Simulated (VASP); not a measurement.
Write the native input for VASP 6.6.1 that does the following.

```yaml
Task: relaxation of the atoms
Functional: PBEsol
Potentials_or_basis: VASP PAW PBE potentials, release 64 (Si, C)
Cutoff: 600 eV
k_mesh: 12 × 12 × 12
Occupations: gaussian, width 0.03 eV
Spin: no spin polarisation
Further_INCAR_settings: ALGO = Fast; EDIFF = 1e-07; IBRION = 2; EDIFFG = -0.01; NSW = 40
```

The structure of SiC lies in POSCAR:

```
SiC                                     
1.0
   -0.0000000000      1.9779962509      1.9779962509
    1.9779962509     -0.0000000000      1.9779962509
    1.9779962509      1.9779962509     -0.0000000000
  Si              C             
     1     1
Direct
     0.0000000000000000    0.0000000000000000    0.0000000000000000
     0.5000000000000000    0.5000000000000000    0.5000000000000000
```

The cell was built by a generator and needn't be a form met in nature.

The cell isn't the ideal one: a relaxed cell with its volume scaled by 0.94.

These files were run (other wordings do the same):

INCAR

```
PREC = Accurate ; ENCUT = 600
EDIFF = 1E-7 ; ISMEAR = 0
SIGMA = 0.03 ; LREAL = False
LASPH = True ; NELM = 80
ALGO = Fast ; ISIF = 2
LWAVE = False ; LCHARG = False
GGA = PS ; IBRION = 2
NSW = 40 ; EDIFFG = -0.01
```

KPOINTS

```
Automatic mesh
0
Gamma
  12 12 12
```

Potentials or basis: VASP PAW PBE potentials, release 64 (Si, C).

Launch:

```bash
$ cat potpaw_PBE.64/Si/POTCAR potpaw_PBE.64/C/POTCAR > POTCAR
$ mpirun -np 1 vasp_std > vasp.out
```

It gave:

* Pressure after relaxing: 17.4 GPa
* Band gap on the k mesh: none (metal or under the smearing width)

Caveat: the relaxation stopped at its first step, so nothing moved; the PAW data sets were made with another functional, which shifts forces and pressure a little.

Run time: 7.2 s on 1 thread of Intel(R) Xeon(R) Platinum 8488C (Sapphire Rapids), on a shared host, peak memory 0.13 GiB.
